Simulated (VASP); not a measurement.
# Ir (P6_3/mmc) in VASP: notebook, part 2 of 3

VASP 6.6.1.

## Step 4: Single point, PBE

Input file INCAR:

```
SYSTEM = Ir
ADDGRID = .FALSE. ; ALGO = Normal
EDIFF = 1E-6 ; ENCUT = 520
GGA = PE ; ISIF = 2
ISMEAR = 0 ; LASPH = .TRUE.
LCHARG = .FALSE. ; LREAL = .FALSE.
LWAVE = .FALSE. ; NELM = 100
PREC = Accurate ; SIGMA = 0.2
```

Input file KPOINTS:

```
k-points
0
G
  14 14 8
  0 0 0
```

Input file POSCAR:

```
Ir
1.0
    2.7513778946      0.0000000000      0.0000000000
   -1.3756889473      2.3827631521      0.0000000000
    0.0000000000      0.0000000000      4.4622900000
Ir
2
Direct
    0.3583140000      0.6617470000      0.2121330000
    0.6598720000      0.3587530000      0.7691070000
```

Potentials or basis: VASP PAW PBE potentials, release 64 (Ir).

The run is started by

```
$ cat potpaw_PBE.64/Ir/POTCAR > POTCAR
$ mpirun -np 1 vasp_std > vasp.out
```

OUTCAR:

```text
SYSTEM = Ir
   EDIFF = 1E-6
   ENCUT = 520
   GGA = PE
   ISIF = 2
   ISMEAR = 0
   LASPH = .TRUE.
   LREAL = .FALSE.
   NELM = 100
   PREC = Accurate

 Found    788 irreducible k-points:

 Following reciprocal coordinates:
            Coordinates               Weight
  0.000000  0.000000  0.000000      1.000000
  0.071429 -0.000000  0.000000      2.000000
  0.000000  0.071429  0.000000      2.000000
 -0.071429  0.071429  0.000000      2.000000
  0.142857  0.000000  0.000000      2.000000
  0.000000  0.142857  0.000000      2.000000
   k-points           NKPTS =    788   k-points in BZ     NKDIM =    788   number of bands    NBANDS=     13
   number of dos      NEDOS =    301   number of ions     NIONS =      2
   total plane-waves  NPLWV =  14400
   dimension x,y,z NGX =    20 NGY =   20 NGZ =   36
   dimension x,y,z NGXF=    40 NGYF=   40 NGZF=   72
   ions per type =               2
   NGX,Y,Z   is equivalent  to a cutoff of  12.08, 12.08, 13.41 a.u.
   NGXF,Y,Z  is equivalent  to a cutoff of  24.17, 24.17, 26.82 a.u.
 SYSTEM =  Ir
   PREC   = accura    normal or accurate (medium, high low for compatibility)
   ISTART =      0    job   : 0-new  1-cont  2-samecut
   ICHARG =      2    charge: 1-file 2-atom 10-const
   ISPIN  =      1    spin polarized calculation?
   LNONCOLLINEAR =      F non collinear calculations
   LSORBIT =      F    spin-orbit coupling
   LASPH  =      T    aspherical Exc in radial PAW
   ENCUT  =  520.0 eV  38.22 Ry    6.18 a.u.   5.12  5.12  8.30*2*pi/ulx,y,z
   NELM   =    100;   NELMIN=  2; NELMDL= -5     # of ELM steps
   EDIFF  = 0.1E-05   stopping-criterion for ELM
[... 8 lines left out ...]
   TEBEG  =    0.0;   TEEND  =   0.0 temperature during run
   PSTRESS=    0.0 pullay stress
   NELECT =      18.0000    total number of electrons
   NUPDOWN=      -1.0000    fix difference up-down
   EMIN   =  10.00;   EMAX   =-10.00  energy-range for DOS
   EFERMI =   0.00;   METHOD = LEGACY
   ISMEAR =     0;   SIGMA  =   0.20  broadening in eV -4-tet -1-fermi 0-gaus
   EFERMI_NEDOS =   21; number of points for ismear=-14 and -15
   IALGO  =     38    algorithm
   IMIX   =      4    mixing-type and parameters
     AMIX     =   0.40;   BMIX     =  1.00
     AMIX_MAG =   1.60;   BMIX_MAG =  1.00
  volume/ion in A,a.u.               =      14.63        98.71
  Fermi-wavevector in a.u.,A,eV,Ry     =   1.392417  2.631287 26.379323  1.938826
  Thomas-Fermi vector in A             =   2.516162
   LORBIT       =      0    0 simple, 1 ext, 2 COOP (PROOUT), +10 PAW based schemes
   GGA     = PE    functional components
   LHFCALC =     F    Hartree Fock is set to
   AEXX    =    0.0000 exact exchange contribution
   IVDW    =     0    specifies the selected vdW correction
   LEPSILON=     F    determine dielectric tensor
   LRPA    =     F    only Hartree local field effects (RPA)
 non-spin polarized calculation
 Gauss-broadening in eV      SIGMA  =   0.20
  energy-cutoff  :      520.00
  volume of cell :       29.25
 maximum number of plane-waves:       796
   NGX = 11   NGY = 11   NGZ = 17

 number of electron      18.0000000 magnetization

 Free energy of the ion-electron system (eV)
  ---------------------------------------------------
  ext. energy  EPLUGINS =         0.00000000
  ---------------------------------------------------
  free energy    TOTEN  =       -17.06764799 eV

  energy without entropy =      -17.01395781  energy(sigma->0) =      -17.04080290

 E-fermi :  10.0530     XC(G=0): -13.7465

 val. band max:       10.0496555392   @ k =  -0.3571  -0.2857   0.2500
 cond. band min:      10.0536661539   @ k =   0.0000   0.3571   0.3750
 fundamental gap:      0.0040106146
 Fermi energy:        10.0529989543

 k-point     1 :       0.0000    0.0000    0.0000
  band No.  band energies     occupation
      1      -0.9543      2.00000
      2       1.9130      2.00000
      3       5.8712      2.00000
      4       6.0147      2.00000
      5       6.1000      2.00000
      6       6.3234      2.00000
      7       6.6655      2.00000
      8       7.7672      2.00000
      9       8.4130      2.00000
     10       9.5775      1.99923
     11       9.9314      1.61031
     12      10.8307      0.00000
     13      16.0332      0.00000

 k-point     2 :       0.0714   -0.0000    0.0000
  band No.  band energies     occupation
      1      -0.7614      2.00000
      2       2.0759      2.00000
      3       5.6206      2.00000
      4       6.1314      2.00000
      5       6.1990      2.00000
      6       6.2850      2.00000
      7       6.7832      2.00000
      8       7.7145      2.00000
      9       8.1592      2.00000
     10       8.5998      2.00000
     11      10.5802      0.00019
[... 51 lines left out ...]
 k-point     6 :       0.0000    0.1429    0.0000
  band No.  band energies     occupation
      1      -0.2096      2.00000
      2       2.5041      2.00000
      3       5.1520      2.00000
      4       5.9666      2.00000
      5       6.2437      2.00000
      6       6.6707      2.00000
      7       6.9903      2.00000
      8       7.1139      2.00000
      9       7.9937      2.00000
     10       8.2384      2.00000
     11      10.7428      0.00000
     12      13.2285      0.00000
     13      16.1805      0.00000

 [... further k-points ...]
[... 5 lines left out ...]
  --------------------------------------------------------------------------------------
  -------------------------------------------------------------------------------------
  Total        1.9624382      1.3461178      3.7326458     -0.5431949      0.8728035     -1.5454458
  in kB      107.4775260     73.7232949    204.4270928    -29.7493407     47.8011287    -84.6399596
  external PRESSURE =     128.5426379 kB  Pullay stress =       0.0000000 kB

 VOLUME and BASIS-vectors are now :
 -----------------------------------------------------------------------------
  energy-cutoff  :      520.00
  volume of cell :       29.25
      direct lattice vectors                 reciprocal lattice vectors
     2.751377895  0.000000000  0.000000000     0.363454254  0.209840411  0.000000000
    -1.375688947  2.382763152  0.000000000     0.000000000  0.419680823  0.000000000
     0.000000000  0.000000000  4.462290000     0.000000000  0.000000000  0.224100182

 POSITION                                       TOTAL-FORCE (eV/Angst)
 -----------------------------------------------------------------------------------
      0.07550      1.57679      0.94660        -0.889585      0.500345      3.665079
      1.32202      0.85482      3.43198         0.889585     -0.500345     -3.665079
 -----------------------------------------------------------------------------------
    total drift:                               -0.000001     -0.000003     -0.000003

  FREE ENERGIE OF THE ION-ELECTRON SYSTEM (eV)
  ---------------------------------------------------
  free  energy   TOTEN  =       -17.0676479876 eV

  energy  without entropy=      -17.0139578130  energy(sigma->0) =      -17.04080290
```

OSZICAR:

```text
N       E                     dE             d eps       ncg     rms          rms(c)
DAV:   1     0.152700102873E+03    0.15270E+03   -0.86296E+03 20488   0.139E+03
DAV:   2    -0.114949196630E+02   -0.16420E+03   -0.15162E+03 20913   0.371E+02
DAV:   3    -0.180185238946E+02   -0.65236E+01   -0.60980E+01 25311   0.818E+01
DAV:   4    -0.181396200859E+02   -0.12110E+00   -0.11967E+00 21809   0.105E+01
DAV:   5    -0.181419846187E+02   -0.23645E-02   -0.23628E-02 25411   0.139E+00    0.224E+01
DAV:   6    -0.172501842368E+02    0.89180E+00   -0.14236E+00 23673   0.166E+01    0.957E+00
DAV:   7    -0.170793411158E+02    0.17084E+00   -0.49050E-01 25152   0.924E+00    0.213E+00
DAV:   8    -0.170681640971E+02    0.11177E-01   -0.10547E-02 21918   0.125E+00    0.211E-01
DAV:   9    -0.170676319062E+02    0.53219E-03   -0.19740E-03 25138   0.636E-01    0.289E-02
DAV:  10    -0.170676441128E+02   -0.12207E-04   -0.31249E-05 23977   0.523E-02    0.134E-02
DAV:  11    -0.170676484575E+02   -0.43446E-05   -0.29810E-06 22404   0.144E-02    0.668E-03
DAV:  12    -0.170676479876E+02    0.46983E-06   -0.24710E-07 11744   0.452E-03
   1 F= -.17067648E+02 E0= -.17040803E+02  d E =-.536902E-01
```

stdout:

```text
POSCAR found type information on POSCAR Ir
 POSCAR found :  1 types and       2 ions
 scaLAPACK will be used
 LDA part: xc-table for (Slater+PW92), standard interpolation
 POSCAR, INCAR and KPOINTS ok, starting setup
 FFT: planning ... GRIDC
 FFT: planning ... GRID_SOFT
 FFT: planning ... GRID
 WAVECAR not read
 entering main loop
```

It took 2.5 min on 1 thread of Intel Xeon Platinum 8375C at 2.90GHz (Ice Lake), shared host; peak memory 0.37 GiB.

The run converged, but some of its settings lie outside the range that counts as converged, so its numbers aren't taken as properties of the crystal.

What came out:

```yaml
Free_energy: -17.0676 eV
Pressure: 12.9 GPa
Largest_force: 3.805 eV/Å
Band_gap_on_the_k_mesh: none (metal or under the smearing width)
```

## Step 5: Relaxation of cell and atoms, LDA

Input file INCAR:

```
  PREC = Accurate
  ENCUT = 600
  EDIFF = 1E-7
  ISMEAR = -1
  SIGMA = 0.05
  LREAL = False
  LASPH = True
  NELM = 100
  ALGO = Normal
  ISIF = 3
  LWAVE = False
  LCHARG = False
  IBRION = 2
  NSW = 40
  EDIFFG = -0.005
```

Input file KPOINTS:

```
regular mesh
0
Gamma
  10 10 6
```

Input file POSCAR:

```
Ir
1.0
    2.7513778946      0.0000000000      0.0000000000
   -1.3756889473      2.3827631521      0.0000000000
    0.0000000000      0.0000000000      4.4622900000
Ir
2
Direct
    0.3333333333      0.6666666667      0.2500000000
    0.6666666667      0.3333333333      0.7500000000
```

Potentials or basis: VASP PAW LDA potentials, release 64 (Ir).

The run is started by

```
$ cat potpaw_LDA.64/Ir/POTCAR > POTCAR
$ mpirun -np 1 vasp_std > vasp.out
```

OUTCAR:

```text
PREC = Accurate
   ENCUT = 600
   EDIFF = 1E-7
   ISMEAR = -1
   LREAL = False
   LASPH = True
   NELM = 100
   ISIF = 3
   IBRION = 2
   NSW = 40
   EDIFFG = -0.005

 ion  position               nearest neighbor table
   1  0.333  0.667  0.250-   2 2.74   2 2.74   2 2.74   2 2.74   2 2.74   2 2.74
   2  0.667  0.333  0.750-   1 2.74   1 2.74   1 2.74   1 2.74   1 2.74   1 2.74

  LATTYP: Found a hexagonal cell.
 ALAT       =     2.7513778946
 C/A-ratio  =     1.6218382828

  Lattice vectors:

 A1 = (   2.7513778946,   0.0000000000,   0.0000000000)
 A2 = (  -1.3756889473,   2.3827631521,   0.0000000000)
 A3 = (   0.0000000000,   0.0000000000,   4.4622900000)

Analysis of symmetry for initial positions (statically):
=====================================================================
 Subroutine PRICEL returns:
 Original cell was already a primitive cell.

 Routine SETGRP: Setting up the symmetry group for a
 hexagonal supercell.

 Subroutine GETGRP returns: Found 24 space group operations
 (whereof 12 operations were pure point group operations)
 out of a pool of 24 trial point group operations.

The static configuration has the point symmetry D_3d.
 The point group associated with its full space group is D_6h.

Analysis of symmetry for dynamics (positions and initial velocities):
=====================================================================
 Subroutine PRICEL returns:
 Original cell was already a primitive cell.

 Routine SETGRP: Setting up the symmetry group for a
 hexagonal supercell.

 Subroutine GETGRP returns: Found 24 space group operations
 (whereof 12 operations were pure point group operations)
 out of a pool of 24 trial point group operations.

The dynamic configuration has the point symmetry D_3d.
 The point group associated with its full space group is D_6h.

 Subroutine INISYM returns: Found 24 space group operations
 (whereof 12 operations are pure point group operations),
 and found     1 'primitive' translations

----------------------------------------------------------------------------------------

                                     Primitive cell

  volume of cell :      29.2542

[... 117 lines left out ...]
   LEPSILON=     F    determine dielectric tensor
   LRPA    =     F    only Hartree local field effects (RPA)
 conjugate gradient relaxation of ions
 non-spin polarized calculation
  energy-cutoff  :      600.00
  volume of cell :       29.25
 maximum number of plane-waves:      1002
 NGX is ok and might be reduce to    24
   NGX = 11   NGY = 11   NGZ = 17

--------------------------------------- Ionic step        1  -------------------------------------------

 number of electron      17.9999999 magnetization

 Free energy of the ion-electron system (eV)
  ---------------------------------------------------
  ext. energy  EPLUGINS =         0.00000000
  ---------------------------------------------------
  free energy    TOTEN  =       -20.43819695 eV

  energy without entropy =      -20.41188216  energy(sigma->0) =      -20.42503955

 E-fermi :   9.8898     XC(G=0): -13.9456

 val. band max:        9.8673098941   @ k =   0.3000   0.3000   0.3333
 cond. band min:       9.8995121738   @ k =   0.4000  -0.0000   0.1667
 fundamental gap:      0.0322022797
 Fermi energy:         9.8898201702

 k-point     1 :       0.0000    0.0000    0.0000
  band No.  band energies     occupation
      1      -1.0213      2.00000
      2       1.9857      2.00000
      3       6.0719      2.00000
      4       6.1616      2.00000
      5       6.1616      2.00000
      6       6.7872      2.00000
      7       6.7872      2.00000
      8       7.5786      2.00000
      9       7.5786      2.00000
     10       9.1608      2.00000
     11      10.1184      0.02046
     12      10.1184      0.02046
     13      16.6292      0.00000
[... 469 lines left out ...]
  FREE ENERGIE OF THE ION-ELECTRON SYSTEM (eV)
  ---------------------------------------------------
  free  energy   TOTEN  =       -20.5032321458 eV

  energy  without entropy=      -20.4782756528  energy(sigma->0) =      -20.49075390

[... ionic steps 4 to 7 ...]

--------------------------------------- Ionic step        8  -------------------------------------------

 number of electron      18.0000000 magnetization

------------------------ aborting loop because EDIFF is reached ----------------------------------------
[... 67 lines left out ...]
--------------------------------------- Ionic step       10  -------------------------------------------

 number of electron      18.0000000 magnetization

 Free energy of the ion-electron system (eV)
  ---------------------------------------------------
  ext. energy  EPLUGINS =         0.00000000
  ---------------------------------------------------
  free energy    TOTEN  =       -20.50494715 eV

  energy without entropy =      -20.48094879  energy(sigma->0) =      -20.49294797

 E-fermi :  10.6704     XC(G=0): -14.1998

 val. band max:       10.6447421018   @ k =   0.3000   0.3000   0.3333
 cond. band min:      10.6713065014   @ k =   0.3000   0.1000   0.1667
 fundamental gap:      0.0265643996
 Fermi energy:        10.6703611467

 k-point     1 :       0.0000    0.0000    0.0000
  band No.  band energies     occupation
      1      -0.7221      2.00000
      2       2.2651      2.00000
      3       6.4730      2.00000
      4       6.6767      2.00000
      5       6.6767      2.00000
      6       7.3250      2.00000
      7       7.3250      2.00000
      8       8.2925      2.00000
      9       8.2925      2.00000
     10       9.7116      2.00000
     11      10.9240      0.01245
     12      10.9240      0.01245
     13      17.6730      0.00000
[... 397 lines left out ...]
  FREE ENERGIE OF THE ION-ELECTRON SYSTEM (eV)
  ---------------------------------------------------
  free  energy   TOTEN  =       -20.5049471518 eV

  energy  without entropy=      -20.4809487855  energy(sigma->0) =      -20.49294797

 reached required accuracy - stopping structural energy minimisation
```

OSZICAR:

```text
N       E                     dE             d eps       ncg     rms          rms(c)
DAV:   1     0.161837947828E+03    0.16184E+03   -0.93064E+03  1456   0.155E+03
DAV:   2    -0.137734447242E+02   -0.17561E+03   -0.16230E+03  1476   0.387E+02
[... 75 lines left out ...]
   9 F= -.20504934E+02 E0= -.20492927E+02  d E =0.113358E-04
       N       E                     dE             d eps       ncg     rms          rms(c)
DAV:   1    -0.205049869451E+02   -0.52679E-04   -0.13707E-03  1486   0.584E-01    0.625E-02
DAV:   2    -0.205049506594E+02    0.36286E-04   -0.68516E-05  1581   0.120E-01    0.212E-02
DAV:   3    -0.205049471328E+02    0.35265E-05   -0.11544E-05  1858   0.463E-02    0.643E-03
DAV:   4    -0.205049471518E+02   -0.18931E-07   -0.48797E-07  1511   0.761E-03
  10 F= -.20504947E+02 E0= -.20492948E+02  d E =-.149089E-05
```

CONTCAR:

```text
Ir
   1.00000000000000
     2.7014156948219026   -0.0000000000000000    0.0000000000000000
    -1.3507078474109513    2.3394946178650886   -0.0000000000000000
    -0.0000000000000000    0.0000000000000000    4.4291246951305894
  Ir
     2
Direct
     0.3333333332999970    0.6666666667000030    0.2500000000000000
     0.6666666667000030    0.3333333332999970    0.7500000000000000

  0.00000000E+00  0.00000000E+00  0.00000000E+00
  0.00000000E+00  0.00000000E+00  0.00000000E+00
```

It took 88 s on 1 thread of AMD EPYC 7R43 (Zen 3), shared host; peak memory 0.13 GiB.

Results:

```
Free energy                            : -20.5049 eV
Relaxed volume                         : 14.00 Å³/atom
Relaxed cell                           : a = 2.701 Å, b = 2.701 Å, c = 4.429 Å, α = 90.00°, β = 90.00°, γ = 120.00°
Space group after relaxing (to 0.05 Å) : P6_3/mmc (No. 194)
Energy gained by relaxing              : 33.4 meV/atom
Ionic steps                            : 10
Pressure after relaxing                : 0.0 GPa
Band gap on the k mesh                 : none (metal or under the smearing width)
```

The path:
| step | energy change (eV) | largest force (eV/Å) | pressure (GPa) | volume (Å³) |
| --- | --- | --- | --- | --- |
| 1 | 0.0000 | 0.0000 | -15.66 | 29.25 |
| 2 | 1.1356 | 0.0000 | 103.98 | 23.61 |
| 3 | -0.0650 | 0.0000 | -1.20 | 28.08 |
| 4 | -0.0654 | 0.0000 | -0.21 | 28.01 |
| 5 | -0.0654 | 0.0000 | 0.14 | 27.98 |
| 6 | -0.0666 | 0.0000 | 0.08 | 27.99 |
| 7 | -0.0667 | 0.0000 | 0.08 | 27.99 |
| 8 | -0.0667 | 0.0000 | 0.08 | 27.99 |
| 9 | -0.0667 | 0.0000 | -0.23 | 28.01 |
| 10 | -0.0668 | 0.0000 | -0.01 | 27.99 |

Final structure:
```
Ir
1.0
     2.70142    0.00000    0.00000
    -1.35071    2.33949    0.00000
     0.00000    0.00000    4.42912
Ir
2
Direct
  0.33333 0.66667 0.25000
  0.66667 0.33333 0.75000
```

The run has no spin-orbit coupling, so splittings on Ir are missing.

[end of part 2 of 3]
